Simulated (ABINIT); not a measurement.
# KMgF3 (Pm-3m) in ABINIT: further runs, part 2 of 2

ABINIT 10.8.3 (patched build). The steps go on from the part before.

### Step 3. Single point, PBE (cell relaxed)

Input file run.abi:

```
pp_dirpath "./"
pseudos "K.upf, Mg.upf, F.upf"

acell 3*1.0 Angstrom
rprim
     4.0515652900     0.0000000000     0.0000000000
     0.0000000000     4.0515652900     0.0000000000
     0.0000000000     0.0000000000     4.0515652900
ntypat 3
znucl 19 12 9
natom 5
typat 1 2 3 3 3
xred
     0.5000000000     0.5000000000     0.5000000000
     0.0000000000     0.0000000000     0.0000000000
     0.0000000000     0.0000000000     0.5000000000
     0.0000000000     0.5000000000     0.0000000000
     0.5000000000     0.0000000000     0.0000000000
chkprim 0
chksymtnons 0
tolsym 1.0e-6

ecut 42.0

kptopt 1
ngkpt 5 5 5
nshiftk 1
shiftk 0.0 0.0 0.0

ixc 11

nband 24
occopt 3
tsmear 0.05 eV

nstep 100
tolvrs 1.0e-10

iomode 3
prtwf 0
prtden 0
prteig 0
prtebands 0
enunit 1
```

Potentials or basis: PseudoDojo NC SR PBE v0.5 stringent.

On the command line:

```sh
$ abinit run.abi > log 2>&1
```

run.abo:

```text
.Version 10.8.3 of ABINIT
 Symmetries : space group Pm -3 m (#221); Bravais cP (primitive cubic)
================================================================================
 Values of the parameters that define the memory need of the present run
     intxc =       0    ionmov =       0      iscf =       7    lmnmax =       6
     lnmax =       6     mgfft =      48  mpssoang =       3    mqgrid =    3001
     natom =       5  nloc_mem =       1    nspden =       1   nspinor =       1
    nsppol =       1      nsym =      48    n1xccc =    2501    ntypat =       3
    occopt =       3   xclevel =       2
       mpw =        5862          nfft =      110592          nkpt =          10
================================================================================
================================================================================

--------------------------------------------------------------------------------
------------- Echo of variables that govern the present computation ------------
--------------------------------------------------------------------------------
 -outvars: echo values of preprocessed input variables --------
            acell      1.8897261259E+00  1.8897261259E+00  1.8897261259E+00 Bohr
              amu      3.90983000E+01  2.43050000E+01  1.89984032E+01
          chkprim           0
      chksymtnons           0
             ecut      4.20000000E+01 Hartree
           enunit           1
              ixc          11
         kptrlatt        5    0    0      0    5    0      0    0    5
          kptrlen      3.82817439E+01
            natom           5
            nband          24
            ngfft          48      48      48
             nkpt          10
            nstep         100
             nsym          48
           ntypat           3
           occopt           3
           prtden           0
        prtebands           0
           prteig           0
            prtwf           0
            rprim      4.0515652900E+00  0.0000000000E+00  0.0000000000E+00
                       0.0000000000E+00  4.0515652900E+00  0.0000000000E+00
                       0.0000000000E+00  0.0000000000E+00  4.0515652900E+00
[... 174 lines left out ...]
    3     -0.00000000000000    -0.00000000000000    -0.00000000000000
    4     -0.00000000000000    -0.00000000000000    -0.00000000000000
    5     -0.00000000000000    -0.00000000000000    -0.00000000000000
 frms,max,avg= 0.0000000E+00 0.0000000E+00   0.000E+00  0.000E+00  0.000E+00 e/A
 length scales=  1.889726125908  1.889726125908  1.889726125908 bohr
              =  1.000000000000  1.000000000000  1.000000000000 angstroms
 Fermi (or HOMO) energy (eV) =   4.16807   Average Vxc (eV)=  -9.58982
 Eigenvalues (   eV  ) for nkpt=  10  k points:
 kpt#   1, nband= 24, wtk=  0.00800, kpt=  0.0000  0.0000  0.0000 (reduced coord)
 -70.60528  -37.37610  -37.37610  -37.37610  -25.26054  -19.44806  -18.85849  -18.85849
  -8.74490   -8.74490   -8.74490   -1.83159   -1.83159   -1.83159   -0.10322   -0.10322
  -0.10322    0.14700    0.14700    0.14700    7.46107   10.51442   10.51442   12.58603
 prteigrs : prtvol=0 or 1, do not print more k-points.

--- !EnergyTerms
iteration_state     : {dtset: 1, }
comment             : Components of total free energy in Hartree
kinetic             :  9.30902466224968E+01
hartree             :  5.02657188767160E+01
xc                  : -3.11411140175027E+01
Ewald energy        : -9.83972993245931E+01
psp_core            :  2.87708789498750E+00
local_psp           : -1.58755746460643E+02
non_local_psp       : -2.17025616275274E+01
internal            : -1.63763668036066E+02
'-kT*entropy'       :  3.13317702996345E-15
total_energy        : -1.63763668036066E+02
total_energy_eV     : -4.45623642398800E+03
band_energy         : -2.19131789476830E+01
...

 Cartesian components of stress tensor (hartree/bohr^3)
  sigma(1 1)=  6.89188200E-07  sigma(3 2)=  0.00000000E+00
  sigma(2 2)=  6.89188200E-07  sigma(3 1)=  0.00000000E+00
  sigma(3 3)=  6.89188200E-07  sigma(2 1)=  0.00000000E+00

-Cartesian components of stress tensor (GPa)         [Pressure= -2.0277E-02 GPa]
- sigma(1 1)=  2.02766169E-02  sigma(3 2)=  0.00000000E+00
- sigma(2 2)=  2.02766169E-02  sigma(3 1)=  0.00000000E+00
- sigma(3 3)=  2.02766169E-02  sigma(2 1)=  0.00000000E+00

== END DATASET(S) ==============================================================
================================================================================

 -outvars: echo values of variables after computation  --------
            acell      1.8897261259E+00  1.8897261259E+00  1.8897261259E+00 Bohr
           etotal     -1.6376366804E+02
            fcart     -0.0000000000E+00 -0.0000000000E+00 -0.0000000000E+00
                      -0.0000000000E+00 -0.0000000000E+00 -0.0000000000E+00
                      -0.0000000000E+00 -0.0000000000E+00 -0.0000000000E+00
                      -0.0000000000E+00 -0.0000000000E+00 -0.0000000000E+00
                      -0.0000000000E+00 -0.0000000000E+00 -0.0000000000E+00
            rprim      4.0515652900E+00  0.0000000000E+00  0.0000000000E+00
                       0.0000000000E+00  4.0515652900E+00  0.0000000000E+00
                       0.0000000000E+00  0.0000000000E+00  4.0515652900E+00
           strten      6.8918819952E-07  6.8918819951E-07  6.8918819951E-07
                       0.0000000000E+00  0.0000000000E+00  0.0000000000E+00
           xangst      2.0257826450E+00  2.0257826450E+00  2.0257826450E+00
                       0.0000000000E+00  0.0000000000E+00  0.0000000000E+00
                       0.0000000000E+00  0.0000000000E+00  2.0257826450E+00
                       0.0000000000E+00  2.0257826450E+00  0.0000000000E+00
                       2.0257826450E+00  0.0000000000E+00  0.0000000000E+00
             xred      5.0000000000E-01  5.0000000000E-01  5.0000000000E-01
                       0.0000000000E+00  0.0000000000E+00  0.0000000000E+00
                       0.0000000000E+00  0.0000000000E+00  5.0000000000E-01
                       0.0000000000E+00  5.0000000000E-01  0.0000000000E+00
                       5.0000000000E-01  0.0000000000E+00  0.0000000000E+00
 Calculation completed.
```

Wall time 63 s (1 thread of Arm Neoverse V1, shared host); peak memory 0.1 GiB.

What came out:

```
Free energy                                           : -4456.2364 eV
Pressure                                              : 0.0 GPa
Band gap on the k mesh                                : 7.05 eV, indirect (least direct gap 7.31 eV)
Valence electrons inside the program's atomic spheres : K 6.95; Mg 8.34; F 7.08
```

Caveat: an odd mesh through Γ misses points on the zone boundary, where band edges often lie.

### Step 4. Single point, PBE

Input file run.abi:

```
pp_dirpath "./"
pseudos "K.GGA_PBE-JTH.xml, Mg.GGA_PBE-JTH.xml, F.GGA_PBE-JTH.xml"

acell 3*1.0 Angstrom
rprim
     3.9859000000     0.0000000000     0.0000000000
     0.0000000000     3.9859000000     0.0000000000
     0.0000000000     0.0000000000     3.9859000000
ntypat 3
znucl 19 12 9
natom 5
typat 1 2 3 3 3
xred
     0.5000000000     0.5000000000     0.5000000000
     0.0000000000     0.0000000000     0.0000000000
     0.0000000000     0.0000000000     0.5000000000
     0.0000000000     0.5000000000     0.0000000000
     0.5000000000     0.0000000000     0.0000000000

ecut 517.016339 eV
pawecutdg 38.0
pawxcdev 0

kptopt 1
ngkpt 5 5 5
nshiftk 1
shiftk 0.0 0.0 0.0

ixc 11

nband 24
occopt 3
tsmear 0.05 eV

nstep 100
tolvrs 1.0e-9

iomode 3
prtwf 0
prteig 0
prtebands 0
enunit 2
prtden 1
prtvha 1
prtvclmb 1
prtpot 1
```

Potentials or basis: JTH PAW PBE v2.0.

On the command line:

```sh
$ abinit run.abi > log 2>&1
```

run.abo:

```text
.Version 10.8.3 of ABINIT
 Symmetries : space group Pm -3 m (#221); Bravais cP (primitive cubic)
================================================================================
 Values of the parameters that define the memory need of the present run
     intxc =       0    ionmov =       0      iscf =      17    lmnmax =      13
     lnmax =       5     mgfft =      30  mpssoang =       3    mqgrid =    3001
     natom =       5  nloc_mem =       2    nspden =       1   nspinor =       1
    nsppol =       1      nsym =      48    n1xccc =       1    ntypat =       3
    occopt =       3   xclevel =       2
       mpw =        1703          nfft =       27000          nkpt =          10
 PAW method is used; the additional fine FFT grid is defined by:
   mgfftf=        45    nfftf =     91125
================================================================================
================================================================================

--------------------------------------------------------------------------------
------------- Echo of variables that govern the present computation ------------
--------------------------------------------------------------------------------
 -outvars: echo values of preprocessed input variables --------
            acell      1.8897261259E+00  1.8897261259E+00  1.8897261259E+00 Bohr
              amu      3.90983000E+01  2.43050000E+01  1.89984032E+01
             ecut      1.90000000E+01 Hartree
           enunit           2
              ixc          11
         kptrlatt        5    0    0      0    5    0      0    0    5
[... 285 lines left out ...]
  sigma(2 2)= -8.08725629E-05  sigma(3 1)=  0.00000000E+00
  sigma(3 3)= -8.08725629E-05  sigma(2 1)=  0.00000000E+00

-Cartesian components of stress tensor (GPa)         [Pressure=  2.3794E+00 GPa]
- sigma(1 1)= -2.37935295E+00  sigma(3 2)=  0.00000000E+00
- sigma(2 2)= -2.37935295E+00  sigma(3 1)=  0.00000000E+00
- sigma(3 3)= -2.37935295E+00  sigma(2 1)=  0.00000000E+00

== END DATASET(S) ==============================================================
================================================================================

 -outvars: echo values of variables after computation  --------
            acell      1.8897261259E+00  1.8897261259E+00  1.8897261259E+00 Bohr
           etotal     -1.6561295409E+02
            fcart     -0.0000000000E+00 -0.0000000000E+00 -0.0000000000E+00
                      -0.0000000000E+00 -0.0000000000E+00 -0.0000000000E+00
                      -0.0000000000E+00 -0.0000000000E+00 -0.0000000000E+00
                      -0.0000000000E+00 -0.0000000000E+00 -0.0000000000E+00
                      -0.0000000000E+00 -0.0000000000E+00 -0.0000000000E+00
            rprim      3.9859000000E+00  0.0000000000E+00  0.0000000000E+00
                       0.0000000000E+00  3.9859000000E+00  0.0000000000E+00
                       0.0000000000E+00  0.0000000000E+00  3.9859000000E+00
           strten     -8.0872562950E-05 -8.0872562950E-05 -8.0872562950E-05
                       0.0000000000E+00  0.0000000000E+00  0.0000000000E+00
           xangst      1.9929500000E+00  1.9929500000E+00  1.9929500000E+00
                       0.0000000000E+00  0.0000000000E+00  0.0000000000E+00
                       0.0000000000E+00  0.0000000000E+00  1.9929500000E+00
                       0.0000000000E+00  1.9929500000E+00  0.0000000000E+00
                       1.9929500000E+00  0.0000000000E+00  0.0000000000E+00
             xred      5.0000000000E-01  5.0000000000E-01  5.0000000000E-01
                       0.0000000000E+00  0.0000000000E+00  0.0000000000E+00
                       0.0000000000E+00  0.0000000000E+00  5.0000000000E-01
                       0.0000000000E+00  5.0000000000E-01  0.0000000000E+00
                       5.0000000000E-01  0.0000000000E+00  0.0000000000E+00
 Calculation completed.
```

Wall time 24 s (1 thread of Arm Neoverse V1, shared host); peak memory 0.13 GiB.

What came out:

```yaml
Free_energy: -4506.5581 eV
Band_gap_on_the_k_mesh: 7.38 eV, indirect (least direct gap 7.63 eV)
Valence_electrons_inside_the_program's_atomic_spheres: K 7.15; Mg 8.27; F 5.67
```

Caveat: the cutoff is too short for stress, so the log's stress isn't used; an odd mesh through Γ misses points on the zone boundary, where band edges often lie.

### Step 5. Summary

```csv
task,potentials or basis,cell,cutoff (eV),cell freedom (optcell),optimiser (ionmov),cutoff smearing ecutsm (Ha),force stop (Ha/bohr),fine-grid cutoff,gap on the mesh (eV),pressure (GPa)
relaxation of cell and atoms,PseudoDojo NC SR PBE v0.5 stringent,relaxed,1143,2,2,0.5,2e-05,-,7.05,0.0
single point,PseudoDojo NC SR PBE v0.5 stringent,cell relaxed,1143,-,-,-,-,-,7.05,0.0
single point,JTH PAW PBE v2.0,as given,517,-,-,-,-,1034.03 eV,7.38,-
```

Alike in all rows: level PBE; no spin polarisation; k mesh 5 × 5 × 5; smearing fermi-dirac 0.05 eV.

Caveats: an odd mesh through Γ misses points on the zone boundary, where band edges often lie.

Total energies depend on the potentials used, so only differences within one code and one set of settings carry meaning.
